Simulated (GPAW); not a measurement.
Runs of GPAW 26.7.0 on SnSe2. The structure is trigonal, space group P-3m1 (No. 164). The conventional cell has a = 3.811 Å, b = 3.811 Å, c = 6.136 Å, α = 90.00°, β = 90.00°, γ = 120.00°. Around Sn (site symmetry -3m) lie 6 Se at 2.68 Å. Around Se (site symmetry 3m) lie 3 Sn at 2.68 Å. 

| task | cell | k mesh | band path | band points | optimizer | fmax | max steps | gap on the mesh (eV) | pressure (GPa) | largest force (eV/Å) |
| --- | --- | --- | --- | --- | --- | --- | --- | --- | --- | --- |
| band structure | as given | 7 × 7 × 4 | GMKGALHA,LM,KH | 100 | - | - | - | (a) | 2.3 | 0.57 |
| relaxation of cell and atoms | relaxed to 5 GPa | 6 × 6 × 3 | - | - | BFGS | 0.02 eV/Å | 60 | 0.15 | 5.1 | 0.01 |
| relaxation of cell and atoms | relaxed to 10 GPa | 6 × 6 × 3 | - | - | BFGS | 0.02 eV/Å | 60 | (b) | 10.0 | - |
| relaxation of cell and atoms | relaxed | 6 × 6 × 3 | - | - | BFGS | 0.02 eV/Å | 60 | 0.62 | 0.0 | 0.02 |
| relaxation of cell and atoms | relaxed to 2 GPa | 6 × 6 × 3 | - | - | BFGS | 0.02 eV/Å | 60 | 0.46 | 2.0 | - |

Alike in all rows: level PBEsol; potentials or basis PAW data sets generated in the run's folder for this functional, pw; no spin polarisation; cutoff (eV) 600; smearing fermi-dirac 0.05 eV.

**Question.** Estimate the missing entries.

**Answer.** (a) 0.74; (b) none.

Caveats: this functional lacks dispersion, which binds the layers, so the pressure and a relaxed spacing across them are unreliable; spin-orbit coupling is left out, which moves the levels of the heavy elements (some runs); later steps reuse the first step's grids (some runs); an odd mesh through Γ misses points on the zone boundary, where band edges often lie (some runs).

A k mesh can miss the band edges, and the runs leave out spin-orbit coupling on Se, Sn.
